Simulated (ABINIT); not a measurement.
# SnTe (Fm-3m) in ABINIT: equation of state

How stiff is SnTe in PBE, and what volume does it want? The cell is scaled to several volumes.

All numbers are computed with ABINIT 10.8.3 (patched build); they aren't measurements. Logs are shortened: lines on timing, memory, paths and dates and some standing lists are left out, and cuts for length are marked. The log counts tension as positive stress, the text compression.

## 1. The crystal as given

Symmetry: Fm-3m, No. 225, cubic system. The conventional cell has a = 6.302 Å, b = 6.302 Å, c = 6.302 Å, α = 90.00°, β = 90.00°, γ = 90.00°. Te (site symmetry m-3m) is surrounded by 6 Sn at 3.15 Å. Around Sn (site symmetry m-3m) lie 6 Te at 3.15 Å.

## 2. Equation of state, PBE

File run.abi:

```
ndtset 7
getwfk -1
scalecart1 3*0.9795861087
scalecart2 3*0.9864848297
scalecart3 3*0.9932883884
scalecart4 3*1.0000000000
scalecart5 3*1.0066227096
scalecart6 3*1.0131594038
scalecart7 3*1.0196128224

pp_dirpath "./"
pseudos "Te.GGA_PBE-JTH.xml, Sn.GGA_PBE-JTH.xml"

acell 3*1.0 Angstrom
rprim
     0.0000000000     3.1508500000     3.1508500000
     3.1508500000     0.0000000000     3.1508500000
     3.1508500000     3.1508500000     0.0000000000
ntypat 2
znucl 52 50
natom 2
typat 1 2
xred
     0.5000000000     0.5000000000     0.5000000000
     0.0000000000     0.0000000000     0.0000000000

ecut 598.650497 eV
pawecutdg 44.0

kptopt 1
ngkpt 7 7 7
nshiftk 1
shiftk 0.0 0.0 0.0

ixc 11

nband 14
occopt 3
tsmear 0.00183747

nstep 100
tolvrs 1.0e-9

iomode 3
prtwf 1
prtden 0
prteig 0
prtebands 0
enunit 1
```

Potentials or basis: JTH PAW PBE v2.0.

Launch:

```sh
abinit run.abi > log 2>&1
```

run.abo:

```text
.Version 10.8.3 of ABINIT
 DATASET    1 : space group Fm -3 m (#225); Bravais cF (face-center cubic)
================================================================================
 Values of the parameters that define the memory need for DATASET  1.
     intxc =       0    ionmov =       0      iscf =      17    lmnmax =      18
     lnmax =       6     mgfft =      36  mpssoang =       3    mqgrid =    3001
     natom =       2  nloc_mem =       2    nspden =       1   nspinor =       1
    nsppol =       1      nsym =      48    n1xccc =       1    ntypat =       2
    occopt =       3   xclevel =       2
       mpw =        1980          nfft =       46656          nkpt =          20
 PAW method is used; the additional fine FFT grid is defined by:
   mgfftf=        50    nfftf =    125000
================================================================================
================================================================================
[... 71 lines left out ...]
 DATASET    7 : space group Fm -3 m (#225); Bravais cF (face-center cubic)
================================================================================
 Values of the parameters that define the memory need for DATASET  7.
     intxc =       0    ionmov =       0      iscf =      17    lmnmax =      18
     lnmax =       6     mgfft =      40  mpssoang =       3    mqgrid =    3001
     natom =       2  nloc_mem =       2    nspden =       1   nspinor =       1
    nsppol =       1      nsym =      48    n1xccc =       1    ntypat =       2
    occopt =       3   xclevel =       2
       mpw =        2220          nfft =       64000          nkpt =          20
 PAW method is used; the additional fine FFT grid is defined by:
   mgfftf=        54    nfftf =    157464
================================================================================
================================================================================

--------------------------------------------------------------------------------
------------- Echo of variables that govern the present computation ------------
--------------------------------------------------------------------------------
 -outvars: echo values of preprocessed input variables --------
            acell      1.8897261259E+00  1.8897261259E+00  1.8897261259E+00 Bohr
              amu      1.27600000E+02  1.18710000E+02
             ecut      2.20000000E+01 Hartree
           enunit           1
           getwfk          -1
              ixc          11
           jdtset        1    2    3    4    5    6    7
         kptrlatt        7    0    0      0    7    0      0    0    7
          kptrlen1     5.77407275E+01
          kptrlen2     5.81473658E+01
          kptrlen3     5.85483948E+01
          kptrlen4     5.89440040E+01
          kptrlen5     5.93343730E+01
          kptrlen6     5.97196720E+01
          kptrlen7     6.01000623E+01
            natom           2
            nband          14
           ndtset           7
            ngfft1         36      36      36
            ngfft2         36      36      36
            ngfft3         36      36      36
            ngfft4         36      36      36
            ngfft5         36      36      36
            ngfft6         40      40      40
            ngfft7         40      40      40
          ngfftdg1         50      50      50
          ngfftdg2         50      50      50
          ngfftdg3         50      50      50
          ngfftdg4         54      54      54
          ngfftdg5         54      54      54
          ngfftdg6         54      54      54
          ngfftdg7         54      54      54
             nkpt          20
            nstep         100
             nsym          48
           ntypat           2
           occopt           3
        pawecutdg      4.40000000E+01 Hartree
         pawxcdev           0
           prtden           0
        prtebands           0
           prteig           0
            rprim1     0.0000000000E+00  3.0865288906E+00  3.0865288906E+00
                       3.0865288906E+00  0.0000000000E+00  3.0865288906E+00
                       3.0865288906E+00  3.0865288906E+00  0.0000000000E+00
            rprim2     0.0000000000E+00  3.1082657257E+00  3.1082657257E+00
                       3.1082657257E+00  0.0000000000E+00  3.1082657257E+00
[... 27 lines left out ...]
           xangst4     3.1508500000E+00  3.1508500000E+00  3.1508500000E+00
                       0.0000000000E+00  0.0000000000E+00  0.0000000000E+00
           xangst5     3.1717171645E+00  3.1717171645E+00  3.1717171645E+00
                       0.0000000000E+00  0.0000000000E+00  0.0000000000E+00
           xangst6     3.1923133075E+00  3.1923133075E+00  3.1923133075E+00
                       0.0000000000E+00  0.0000000000E+00  0.0000000000E+00
           xangst7     3.2126470615E+00  3.2126470615E+00  3.2126470615E+00
                       0.0000000000E+00  0.0000000000E+00  0.0000000000E+00
            xcart1     5.8326942829E+00  5.8326942829E+00  5.8326942829E+00
                       0.0000000000E+00  0.0000000000E+00  0.0000000000E+00
            xcart2     5.8737709480E+00  5.8737709480E+00  5.8737709480E+00
                       0.0000000000E+00  0.0000000000E+00  0.0000000000E+00
            xcart3     5.9142809936E+00  5.9142809936E+00  5.9142809936E+00
                       0.0000000000E+00  0.0000000000E+00  0.0000000000E+00
            xcart4     5.9542435638E+00  5.9542435638E+00  5.9542435638E+00
                       0.0000000000E+00  0.0000000000E+00  0.0000000000E+00
            xcart5     5.9936767898E+00  5.9936767898E+00  5.9936767898E+00
                       0.0000000000E+00  0.0000000000E+00  0.0000000000E+00
            xcart6     6.0325978592E+00  6.0325978592E+00  6.0325978592E+00
                       0.0000000000E+00  0.0000000000E+00  0.0000000000E+00
            xcart7     6.0710230854E+00  6.0710230854E+00  6.0710230854E+00
                       0.0000000000E+00  0.0000000000E+00  0.0000000000E+00
             xred      5.0000000000E-01  5.0000000000E-01  5.0000000000E-01
                       0.0000000000E+00  0.0000000000E+00  0.0000000000E+00
            znucl       52.00000   50.00000

================================================================================

 chkinp: Checking input parameters for consistency, jdtset=   1.

 chkinp: Checking input parameters for consistency, jdtset=   2.
[... 40 lines left out ...]
 getcut: wavevector=  0.0000  0.0000  0.0000  ngfft=  50  50  50
         ecut(hartree)=     44.000   => boxcut(ratio)=   2.03080

--- Pseudopotential description ------------------------------------------------
- pspini: atom type   1  psp file is ./Te.GGA_PBE-JTH.xml
 Pseudopotential format is: paw10
 basis_size (lnmax)=  4 (lmn_size=  8), orbitals=   0   0   1   1
 Spheres core radius: rc_sph= 2.31107438
 Shapefunction is SIN type: shapef(r)=[sin(pi*r/rshp)/(pi*r/rshp)]**2
 Radius for shape functions =  2.10488624
 Compensation charge density is not taken into account in XC energy/potential

- pspini: atom type   2  psp file is ./Sn.GGA_PBE-JTH.xml
 Pseudopotential format is: paw10
 basis_size (lnmax)=  6 (lmn_size= 18), orbitals=   0   0   1   1   2   2
 Spheres core radius: rc_sph= 2.51086398
 Shapefunction is BESSEL type: shapef(r,l)=aa(1,l)*jl(q(1,l)*r)+aa(2,l)*jl(q(2,l)*r)
 Radius for shape functions =  1.40702157
 Compensation charge density is not taken into account in XC energy/potential

   2.71771569E+03                                ecore*ucvol(ha*bohr**3)
--------------------------------------------------------------------------------

[... 890 lines left out ...]
 getcut: wavevector=  0.0000  0.0000  0.0000  ngfft=  40  40  40
         ecut(hartree)=     22.000   => boxcut(ratio)=   2.22057

 getcut : COMMENT -
  Note that boxcut > 2.2 ; recall that boxcut=Gcut(box)/Gcut(sphere) = 2
  is sufficient for exact treatment of convolution.
  Such a large boxcut is a waste : you could raise ecut
  e.g. ecut=   27.120082 Hartrees makes boxcut=2

 Fine grid specifications (used for densities):

 getcut: wavevector=  0.0000  0.0000  0.0000  ngfft=  54  54  54
         ecut(hartree)=     44.000   => boxcut(ratio)=   2.12047
--------------------------------------------------------------------------------
[... 172 lines left out ...]
 getcut: wavevector=  0.0000  0.0000  0.0000  ngfft=  40  40  40
         ecut(hartree)=     22.000   => boxcut(ratio)=   2.20651

 getcut : COMMENT -
  Note that boxcut > 2.2 ; recall that boxcut=Gcut(box)/Gcut(sphere) = 2
  is sufficient for exact treatment of convolution.
  Such a large boxcut is a waste : you could raise ecut
  e.g. ecut=   26.777867 Hartrees makes boxcut=2

 Fine grid specifications (used for densities):

 getcut: wavevector=  0.0000  0.0000  0.0000  ngfft=  54  54  54
         ecut(hartree)=     44.000   => boxcut(ratio)=   2.10705
--------------------------------------------------------------------------------
[... 141 lines left out ...]
-Cartesian components of stress tensor (GPa)         [Pressure= -3.9346E-01 GPa]
- sigma(1 1)=  3.93456406E-01  sigma(3 2)=  0.00000000E+00
- sigma(2 2)=  3.93456406E-01  sigma(3 1)=  0.00000000E+00
- sigma(3 3)=  3.93456406E-01  sigma(2 1)=  0.00000000E+00

== END DATASET(S) ==============================================================
================================================================================

 -outvars: echo values of variables after computation  --------
            acell      1.8897261259E+00  1.8897261259E+00  1.8897261259E+00 Bohr
           etotal1    -7.8052732842E+01
           etotal2    -7.8054176817E+01
           etotal3    -7.8055267940E+01
           etotal4    -7.8056034463E+01
           etotal5    -7.8056513890E+01
           etotal6    -7.8056738319E+01
           etotal7    -7.8056735343E+01
            fcart1    -0.0000000000E+00 -0.0000000000E+00 -0.0000000000E+00
                      -0.0000000000E+00 -0.0000000000E+00 -0.0000000000E+00
            fcart2    -0.0000000000E+00 -0.0000000000E+00 -0.0000000000E+00
                      -0.0000000000E+00 -0.0000000000E+00 -0.0000000000E+00
            fcart3    -0.0000000000E+00 -0.0000000000E+00 -0.0000000000E+00
                      -0.0000000000E+00 -0.0000000000E+00 -0.0000000000E+00
            fcart4    -0.0000000000E+00 -0.0000000000E+00 -0.0000000000E+00
                      -0.0000000000E+00 -0.0000000000E+00 -0.0000000000E+00
            fcart5    -0.0000000000E+00 -0.0000000000E+00 -0.0000000000E+00
                      -0.0000000000E+00 -0.0000000000E+00 -0.0000000000E+00
[... 38 lines left out ...]
                       0.0000000000E+00  0.0000000000E+00  0.0000000000E+00
           xangst1     3.0865288906E+00  3.0865288906E+00  3.0865288906E+00
                       0.0000000000E+00  0.0000000000E+00  0.0000000000E+00
           xangst2     3.1082657257E+00  3.1082657257E+00  3.1082657257E+00
                       0.0000000000E+00  0.0000000000E+00  0.0000000000E+00
           xangst3     3.1297027186E+00  3.1297027186E+00  3.1297027186E+00
                       0.0000000000E+00  0.0000000000E+00  0.0000000000E+00
           xangst4     3.1508500000E+00  3.1508500000E+00  3.1508500000E+00
                       0.0000000000E+00  0.0000000000E+00  0.0000000000E+00
           xangst5     3.1717171645E+00  3.1717171645E+00  3.1717171645E+00
                       0.0000000000E+00  0.0000000000E+00  0.0000000000E+00
           xangst6     3.1923133075E+00  3.1923133075E+00  3.1923133075E+00
                       0.0000000000E+00  0.0000000000E+00  0.0000000000E+00
           xangst7     3.2126470615E+00  3.2126470615E+00  3.2126470615E+00
                       0.0000000000E+00  0.0000000000E+00  0.0000000000E+00
             xred      5.0000000000E-01  5.0000000000E-01  5.0000000000E-01
                       0.0000000000E+00  0.0000000000E+00  0.0000000000E+00
 Calculation completed.
```

Wall time 1.8 min (1 thread of Arm Neoverse V2, shared host); peak memory 0.17 GiB.

Results:

- Equilibrium volume: 32.83 Å³/atom
- Bulk modulus: 40 GPa
- Pressure derivative of the bulk modulus: 4.9 (rough: it moves with the points fitted)

Energy against volume, from the lowest point:
| volume (Å³/atom) | energy (meV/atom) |
| --- | --- |
| 29.404 | 54.50 |
| 30.030 | 34.85 |
| 30.656 | 20.01 |
| 31.281 | 9.58 |
| 31.907 | 3.05 |
| 32.532 | 0.00 |
| 33.158 | 0.04 |

Caveat: pressures at fixed basis lie under the slope of the energies. Zero-point motion and thermal expansion aren't in these numbers.
